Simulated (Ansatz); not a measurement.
# CoSi: pressure up to the limit of the methods

How does CoSi (CsCl type) answer strong compression? Methods of the runs shown: PAW. Its runs: cell relaxed at zero pressure (PAW); volume scaled by 1 (PAW); volume scaled by 0.88 (PAW); volume scaled by 0.78 (PAW); volume scaled by 0.68 (PAW); volume scaled by 0.58 (PAW); volume scaled by 0.5 (PAW); volume scaled by 0.43 (PAW and PAW (cutoff 250 eV)).

Computed with Ansatz 0.2.0 (DFT, r2SCAN, PAW with Ansatz's default frozen-core files, scalar-relativistic, unless a step's input says otherwise).

## Step 1: The starting structure

It takes space group Pm-3m (No. 221, cubic). Conventional cell: a = 2.714 Å, b = 2.714 Å, c = 2.714 Å, α = 90.00°, β = 90.00°, γ = 90.00°. Co (site symmetry m-3m) is surrounded by 8 Si at 2.35 Å. Around Si (site symmetry m-3m) lie 8 Co at 2.35 Å.

As a file:

```cif
data_structure
_symmetry_space_group_name_H-M 'Pm-3m'
_symmetry_Int_Tables_number 221
_cell_length_a 2.7144
_cell_length_b 2.7144
_cell_length_c 2.7144
_cell_angle_alpha 90.000
_cell_angle_beta 90.000
_cell_angle_gamma 90.000
_cell_volume 20.00
loop_
_atom_site_label
_atom_site_type_symbol
_atom_site_symmetry_multiplicity
_atom_site_Wyckoff_symbol
_atom_site_fract_x
_atom_site_fract_y
_atom_site_fract_z
_atom_site_occupancy
Co1 Co 1 a 0.00000 0.00000 0.00000 1
Si1 Si 1 b 0.50000 0.50000 0.50000 1
```

The file gives the conventional cell by its symmetry; the runs use the cell typed in the input.

Whether this phase is the stable one at these pressures isn't tested.

Atoms are numbered in the order of the input: Co1, Si2.

## Step 2: Cell relaxed at zero pressure, PAW

Input file input.yaml:

```yaml
crystal:
  lattice:
    - [2.7144176166, 0.0, 0.0]
    - [0.0, 2.7144176166, 0.0]
    - [0.0, 0.0, 2.7144176166]
  atoms:
    - { symbol: Co, position: [0.0, 0.0, 0.0], spin: 1.7 }
    - { symbol: Si, position: [0.5, 0.5, 0.5] }
magnetization:
  spin_polarized: true
kpoints:
  mp_grid: { grid: [14, 14, 14] }
scf:
  occupations: { method: fermi_dirac, width: 0.05 }
hamiltonian:
  xc: r2scan
  pseudopotentials: { kind: paw }
output:
  forces: true
  stress: true
  write_density: true
  write_potential: true
  elf: true
  volumetric_format: npy
relax:
  f_tol: 0.005
  max_steps: 40
  cell: {}
```

Run with:

```console
> ansatz run input.yaml --threads 1 --pin off --max-ram 3072MiB --backend cpu --events-out ev --progress --plain --runs-dir out
```

Further steps of the session: Volume scaled by 1, PAW; Volume scaled by 0.88, PAW; Volume scaled by 0.78, PAW; Volume scaled by 0.68, PAW; Volume scaled by 0.58, PAW; Volume scaled by 0.5, PAW; Volume scaled by 0.43, PAW; Volume scaled by 0.43, PAW (cutoff 250 eV).

Q: Predict the outcome of this session. Wanted: PAW pressure at 0.43 of the volume; fitted bulk modulus at zero pressure.

The runs gave:

| quantity | value |
| --- | --- |
| PAW pressure at 0.43 of the volume | 1227.3 GPa |
| PAW (cutoff 250 eV) pressure at 0.43 of the volume | 1219.6 GPa |
| fitted bulk modulus at zero pressure (PAW) | 236 GPa |
| its pressure derivative | 4.25 |

What this shows: By PAW the pressure climbs to 1227 GPa at 0.43 of the first volume. A third-order Birch-Murnaghan curve fits the range only roughly (B₀ = 236 GPa, B′ = 4.25, misfit at most 15.62 GPa). A fit over so wide a range leans to the high pressures, so B₀ can be off by several per cent. The largest moment goes from 0.96 to 0.00 μB: compression widens the bands and quenches it. No all-electron run checks these rows here, and frozen cores can fail under such compression. The ions are at rest, and the electrons smeared by 0.05 eV. Other magnetic orders may lie lower; this is the state that the run reached. With one magnetic atom in the cell only ferromagnetic order fits; the real order can differ.
